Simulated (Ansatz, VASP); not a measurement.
# Two plane-wave programs on Tl

The input INCAR:

```
ALGO = Fast
EDIFF = 1E-7
ENCUT = 520
GGA = PS
ISIF = 2
ISMEAR = 0
LASPH = True
LCHARG = False
LREAL = False
LWAVE = False
NBANDS = 12
NELM = 80
PREC = Accurate
SIGMA = 0.15
```

The input KPOINTS:

```
k-points
0
Gamma
  18 18 18
```

File POSCAR:

```
Tl
1.0
   -0.5344910691      2.2301179090      2.2301179090
    2.2301179090     -0.5344910691      2.2301179090
    2.2301179090      2.2301179090     -0.5344910691
Tl
1
Direct
    0.0000000000      0.0000000000      0.0000000000
```

Input for Ansatz:

```yaml
crystal:
  lattice:
    - [-0.5344910691, 2.230117909, 2.230117909]
    - [2.230117909, -0.5344910691, 2.230117909]
    - [2.230117909, 2.230117909, -0.5344910691]
  atoms:
    - { symbol: Tl, position: [0.0, 0.0, 0.0] }
basis:
  ecutwfc: 420
kpoints:
  mp_grid: { grid: [18, 18, 18] }
hamiltonian:
  xc: pbesol
scf:
  occupations: { method: gaussian, width: 0.15 }
output:
  forces: true
  stress: true
  eigenvalues: true
```

Alike in both runs: task single point; functional PBEsol; k mesh 18 × 18 × 18; occupations gaussian, width 0.15 eV; no spin polarisation.

```csv
,VASP,Ansatz
version,VASP 6.6.1,Ansatz 0.2.0
potentials or method,"VASP PAW PBE potentials, release 64 (Tl_d)","scalar-relativistic, plane waves, PAW"
plane-wave cutoff (eV),520,420
valence electrons in the cell,13,13
```

```tsv
	VASP	Ansatz	Ansatz less VASP
gap on the k mesh at the Fermi level (eV)	none	none	-
pressure (GPa)	-0.2	-0.2	+0.06
largest component of the traceless stress (GPa)	0.75	0.75	-0.001
```

A gap of «none» marks a metal or a gap that the smearing closes.

Caveats: the PAW data sets were made with another functional, which shifts forces and pressure a little (VASP). Spin-orbit coupling is left out, which matters for the levels of Tl.
